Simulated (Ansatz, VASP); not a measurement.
## One calculation of Hg, two programs

Contents of INCAR:

```
PREC     = Accurate       # precision mode
ENCUT    = 520            # plane-wave cutoff, eV
EDIFF    = 1E-6           # SCF threshold, eV
ISMEAR   = -1             # smearing method
SIGMA    = 0.1            # smearing width, eV
LREAL    = F              # projectors in reciprocal space
LASPH    = T              # aspherical terms in the spheres
NELM     = 100            # most SCF steps
ALGO     = Normal         # electronic algorithm
ISIF     = 2              # what is computed and relaxed
LWAVE    = F              # write WAVECAR
LCHARG   = F              # write CHGCAR
GGA      = PS             # functional
NBANDS   = 12             # bands
```

File KPOINTS:

```
regular mesh
0
Gamma
  13 13 13
```

POSCAR

```
Hg
1.0
    0.0000000000      2.3282987500      2.3282987500
    2.3282987500      0.0000000000      2.3282987500
    2.3282987500      2.3282987500      0.0000000000
Hg
1
Direct
    0.0000000000      0.0000000000      0.0000000000
```

Input for Ansatz:

```yaml
crystal:
  lattice:
    - [0.0, 2.32829875, 2.32829875]
    - [2.32829875, 0.0, 2.32829875]
    - [2.32829875, 2.32829875, 0.0]
  atoms:
    - { symbol: Hg, position: [0.0, 0.0, 0.0] }
hamiltonian:
  xc: pbesol
  pseudopotentials:
    kind: paw
    azcp:
      Hg: "pseudopotentials/Hg.paw.azcp"
basis:
  ecutwfc: 420
  fft_grid_basis: typed
kpoints:
  mp_grid: { grid: [13, 13, 13], shift: [0, 0, 0] }
magnetization:
  spin_polarized: false
scf:
  occupations: { method: fermi_dirac, width: 0.1 }
  lower_state_search: "off"
output:
  stress: true
```

Alike in both runs: task single point; functional PBEsol; k mesh 13 × 13 × 13; occupations fermi-dirac, width 0.1 eV; no spin polarisation.

|  | VASP | Ansatz |
| --- | --- | --- |
| version | VASP 6.6.1 | Ansatz 0.2.0 |
| potentials or method | VASP PAW PBE potentials, release 64 (Hg) | plane waves (420 eV) with PAW, scalar-relativistic |
| plane-wave cutoff (eV) | 520 | 420 |
| valence electrons in the cell | 12 | 20 |

|  | VASP | Ansatz | Ansatz less VASP |
| --- | --- | --- | --- |
| pressure (GPa) | -1.8 | -2.0 | -0.23 |

The two sets of potentials don't hold the same shells in valence. Ansatz warned: «pseudo_functional_mismatch».

Caveats: the PAW data sets were made with another functional, which shifts forces and pressure a little (VASP). The runs have no spin-orbit coupling, so splittings on Hg are missing.
